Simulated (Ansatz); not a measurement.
A (100) slab of TiAl (P4/mmm (No. 123)), 9 planes, outer planes Al (top) and Al (bottom), with 9 atoms (Ti4Al5) in a surface cell of A = 11.505 Å², as cut from the bulk:

```
CELL_PARAMETERS angstrom
2.82209 0.00000 0.00000
0.00000 4.07677 0.00000
0.00000 0.00000 26.28837
ATOMIC_POSITIONS crystal
Al 0.50000 0.50000 0.28530
Ti 0.00000 0.00000 0.33897
Al 0.50000 0.50000 0.39265
Ti 0.00000 0.00000 0.44632
Al 0.50000 0.50000 0.50000
Ti 0.00000 0.00000 0.55368
Al 0.50000 0.50000 0.60735
Ti 0.00000 0.00000 0.66103
Al 0.50000 0.50000 0.71470
```

All numbers below come from Ansatz 0.2.0, DFT PBE, scalar-relativistic, plane waves, PAW. Plane waves to 420 eV, a k mesh through Γ of 12×9×1 on the computed 9-atom cell and Gaussian smearing (0.10 eV); no spin polarisation. The cell repeats along c with a dipole correction in the vacuum.

The relaxed slab holds 4 formula units of TiAl and 1 further Al. Against those formula units in the bulk and the further Al in its standard state it lies 1.788 eV higher. The formation energy of TiAl from the standard states is -0.811 eV a formula unit (uncorrected, no zero-point or thermal terms).

Q: Over what range can the chemical potential of Al vary, and what is the surface energy at both ends?

A: In contact with the bulk, μ(Al) + μ(Ti) is fixed. With Δμ counted from the standard states, Δμ(Al) ≤ 0 keeps elemental Al from forming, and Δμ(Ti) ≤ 0 requires Δμ(Al) ≥ ΔH = -0.811 eV. Other compounds of Al and Ti can narrow this range. Then γ, the mean of both faces, = [1.788 eV − 1.00·Δμ(Al)]/(2A). At the Al-rich end (Δμ = 0): 1.788/(2 × 11.505) × 16.02 = 1.24 J/m². At the Al-poor end: (1.788 + 0.811)/(2 × 11.505) × 16.02 = 1.81 J/m².

Q: How does its energy depend on growth conditions?

A: It carries an excess of Al, so its energy falls by 0.70 J/m² for each eV that μ(Al) rises: Al-rich conditions lower it; whether it appears depends on the other terminations.

The Al-terminated surface costs 1.24 J/m² at the Al-rich limit and 1.81 J/m² at the Al-poor limit. This slope reflects stoichiometry, not a change in surface bonding: the same structure becomes costlier as its extra Al is drawn from a scarcer reservoir. Because the two faces are equivalent, the mean is also the energy of each individual face.

In the parent fcc lattice this cut is an open, ridged plane, so even subsurface atoms lose neighbours. That probably contributes much of the cost, while ending on Al, whose sp bonding is weaker than the d bonding of Ti, probably moderates it. The width of the window comes from the strong Ti–Al attraction, in which Ti d states hybridise with Al sp states.

Neither limit should be read as an equilibrium value for TiAl. Known Al-richer aluminides form before elemental Al does, and a Ti-richer one forms before elemental Ti, so the accessible energies lie inside the quoted span. Whether the plane would resist faceting into more closely packed orientations isn't shown.
